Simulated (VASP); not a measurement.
# SiC (Fm-3m) in VASP: a series of runs, part 2 of 2

VASP 6.6.1. The steps go on from the part before.

## 3. Phonons, PBEsol

This run uses another cell than the first one, of 8.23 Å³/atom, 1.019 times its volume.

Input file POSCAR:

```
SiC
1.0
   -0.0000000000      2.0192163132      2.0192163132
    2.0192163132     -0.0000000000      2.0192163132
    2.0192163132      2.0192163132     -0.0000000000
  Si              C
     1     1
Direct
     0.0000000000000000    0.0000000000000000    0.0000000000000000
     0.5000000000000000    0.5000000000000000    0.5000000000000000
```

Input file INCAR.step1:

```
ALGO = Normal
EDIFF = 1E-8
EDIFFG = -0.002
ENCUT = 600
GGA = PS
IBRION = 2
ISIF = 3
ISMEAR = 0
LASPH = T
LCHARG = F
LREAL = F
LWAVE = F
NELM = 80
NSW = 40
PREC = Accurate
SIGMA = 0.03
```

Input file INCAR.step2:

```
ALGO = Normal
EDIFF = 1E-8
ENCUT = 600
GGA = PS
IBRION = 6
ISIF = 2
ISMEAR = 0
LASPH = T
LCHARG = F
LREAL = F
LWAVE = F
NELM = 80
NFREE = 2
NSW = 1
POTIM = 0.015
PREC = Accurate
SIGMA = 0.03
```

Input file KPOINTS:

```
k-points
0
Gamma
  12 12 12
```

Potentials or basis: VASP PAW PBE potentials, release 64 (Si, C).

On the command line:

```
$ cat potpaw_PBE.64/Si/POTCAR potpaw_PBE.64/C/POTCAR > POTCAR
$ cp INCAR.step1 INCAR
$ mpirun -np 1 vasp_std > vasp.out
$ cp CONTCAR POSCAR
$ cp INCAR.step2 INCAR
$ mpirun -np 1 vasp_std > vasp.out
```

OUTCAR:

```text
EDIFF = 1E-8
   ENCUT = 600
   GGA = PS
   IBRION = 6
   ISIF = 2
   ISMEAR = 0
   LASPH = T
   LREAL = F
   NELM = 80
   NFREE = 2
   NSW = 1
   POTIM = 0.015
   PREC = Accurate

 ion  position               nearest neighbor table
   1  0.000  0.000  0.000-   2 2.02   2 2.02   2 2.02   2 2.02   2 2.02   2 2.02
   2  0.500  0.500  0.500-   1 2.02   1 2.02   1 2.02   1 2.02   1 2.02   1 2.02

  LATTYP: Found a face centered cubic cell.
[... 650 lines left out ...]
  x     0.00000     0.00000     0.00000     0.00000     0.00000     0.00000
  y     0.00000     0.00000     0.00000     0.00000     0.00000     0.00000
  z     0.00000     0.00000     0.00000     0.00000     0.00000     0.00000

 INTERNAL STRAIN TENSOR FOR ION    2 for displacements in x,y,z  (eV/Angst):
          X           Y           Z          XY          YZ          ZX
  --------------------------------------------------------------------------------
  x     0.00000     0.00000     0.00000     0.00000     0.00000     0.00000
  y     0.00000     0.00000     0.00000     0.00000     0.00000     0.00000
  z     0.00000     0.00000     0.00000     0.00000     0.00000     0.00000

 Eigenvectors and eigenvalues of the dynamical matrix
 ----------------------------------------------------

   1 f  =   12.644700 THz    79.448994 2PiTHz  421.781796 cm-1    52.294254 meV
             X         Y         Z           dx          dy          dz
      0.000000  0.000000  0.000000     0.000000    0.547340    0.000000
      2.019216  2.019216  2.019216     0.000000   -0.836910    0.000000
[... 21 lines left out ...]
   6 f/i=    0.000347 THz     0.002181 2PiTHz    0.011579 cm-1     0.001436 meV
             X         Y         Z           dx          dy          dz
      0.000000  0.000000  0.000000     0.000000    0.000000    0.836910
      2.019216  2.019216  2.019216     0.000000    0.000000    0.547340

 ELASTIC MODULI CONTR FROM IONIC RELAXATION (kBar)
 Direction    XX          YY          ZZ          XY          YZ          ZX
 --------------------------------------------------------------------------------
 XX           0.0000      0.0000      0.0000      0.0000      0.0000      0.0000
 YY           0.0000      0.0000      0.0000      0.0000      0.0000      0.0000
 ZZ           0.0000      0.0000      0.0000      0.0000      0.0000      0.0000
 XY           0.0000      0.0000      0.0000      0.0000      0.0000      0.0000
 YZ           0.0000      0.0000      0.0000      0.0000      0.0000      0.0000
 ZX           0.0000      0.0000      0.0000      0.0000      0.0000      0.0000
 --------------------------------------------------------------------------------
```

OUTCAR.step1:

```text
EDIFF = 1E-8
   EDIFFG = -0.002
   ENCUT = 600
   GGA = PS
   IBRION = 2
   ISIF = 3
   ISMEAR = 0
   LASPH = T
   LREAL = F
[... 487 lines left out ...]
      0.00000      0.00000      0.00000         0.000000      0.000000      0.000000
      2.01922      2.01922      2.01922        -0.000000     -0.000000     -0.000000
 -----------------------------------------------------------------------------------
    total drift:                               -0.000000     -0.000000      0.000000

  FREE ENERGIE OF THE ION-ELECTRON SYSTEM (eV)
  ---------------------------------------------------
  free  energy   TOTEN  =       -14.6055427969 eV

  energy  without entropy=      -14.6053509740  energy(sigma->0) =      -14.60544689

 reached required accuracy - stopping structural energy minimisation
```

OSZICAR.step1:

```text
N       E                     dE             d eps       ncg     rms          rms(c)
DAV:   1     0.438393077486E+01    0.43839E+01   -0.47152E+03  1200   0.987E+02
DAV:   2    -0.156184947174E+02   -0.20002E+02   -0.18482E+02  1608   0.107E+02
DAV:   3    -0.159606405365E+02   -0.34215E+00   -0.34215E+00  1376   0.166E+01
DAV:   4    -0.159613337386E+02   -0.69320E-03   -0.69320E-03  1872   0.800E-01
DAV:   5    -0.159613339824E+02   -0.24375E-06   -0.24375E-06  1360   0.101E-02    0.823E+00
DAV:   6    -0.146427003362E+02    0.13186E+01   -0.52785E+00  1200   0.131E+01    0.368E+00
DAV:   7    -0.146102032116E+02    0.32497E-01   -0.31322E-01  2016   0.389E+00    0.141E+00
DAV:   8    -0.146060834424E+02    0.41198E-02   -0.84588E-03  1304   0.749E-01    0.366E-01
DAV:   9    -0.146055361413E+02    0.54730E-03   -0.13612E-03  1472   0.264E-01    0.121E-01
DAV:  10    -0.146055486608E+02   -0.12519E-04   -0.76698E-05  1864   0.741E-02    0.229E-02
DAV:  11    -0.146055430045E+02    0.56563E-05   -0.28439E-05  1392   0.318E-02    0.246E-03
DAV:  12    -0.146055428717E+02    0.13278E-06   -0.55019E-07  1824   0.683E-03    0.103E-03
DAV:  13    -0.146055428059E+02    0.65789E-07   -0.22055E-08  1488   0.108E-03    0.588E-04
DAV:  14    -0.146055427969E+02    0.89751E-08   -0.39457E-09   848   0.381E-04
   1 F= -.14605543E+02 E0= -.14605447E+02  d E =-.146055E+02
```

Run time: 24 s. Hardware: 1 thread of Intel Xeon 6975P-C (Granite Rapids), shared host; peak memory 0.17 GiB.

Results:

* Highest phonon frequency at Γ, LO-TO splitting left out: 422 cm⁻¹

Phonon frequencies in cm⁻¹ (negative: imaginary):
| q point | frequencies |
| --- | --- |
| (0.000, 0.000, 0.000) | 0 0 0 422 422 422 |

Caveat: the PAW data sets were made with another functional, which shifts forces and pressure a little.
